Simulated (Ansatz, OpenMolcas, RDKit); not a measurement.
CHF3 (trifluoromethane): methods side by side

The species is CHF3 (5 atoms), meant as a singlet with charge 0. As SMILES, `FC(F)F`. The coordinates come from a PBE0-D4/def2-TZVP relaxation.

Quantity: the HOMO–LUMO gap, in eV. The values are calculated.

```json
{"level": "extended Hückel", "kind": "semi-empirical", "program": "RDKit", "value (eV)": "25.27", "CPU time": "under 2 s"}
{"level": "HF/def2-SVPD", "kind": "Hartree–Fock", "program": "OpenMolcas", "value (eV)": "18.96", "CPU time": "11 s"}
{"level": "SVWN5/def2-SVPD", "kind": "LDA", "program": "Ansatz", "value (eV)": "9.94", "CPU time": "3 s"}
{"level": "BLYP/def2-SVPD", "kind": "GGA", "program": "OpenMolcas", "value (eV)": "9.66", "CPU time": "29 s"}
{"level": "revPBE/def2-SVPD", "kind": "GGA", "program": "Ansatz", "value (eV)": "9.65", "CPU time": "4.2 s"}
{"level": "TPSS/def2-SVPD", "kind": "meta-GGA", "program": "OpenMolcas", "value (eV)": "10.09", "CPU time": "43 s"}
{"level": "B3LYP/def2-SVPD", "kind": "global hybrid", "program": "Ansatz", "value (eV)": "11.75", "CPU time": "5.3 s"}
{"level": "wB97X/def2-SVPD", "kind": "range-separated hybrid", "program": "Ansatz", "value (eV)": "16.80", "CPU time": "16 s"}
{"level": "PBE-QIDH/def2-SVPD", "kind": "double hybrid", "program": "Ansatz", "value (eV)": "16.53", "CPU time": "6 s"}
```

The values span 9.65 to 25.27 eV. Orbital gaps aren't excitation energies, and those of double hybrids come from the SCF part alone; they tend to grow with the share of exact exchange. Times are those of the runs behind each value, whatever else they computed, on shared processors of several kinds: orders of magnitude only.
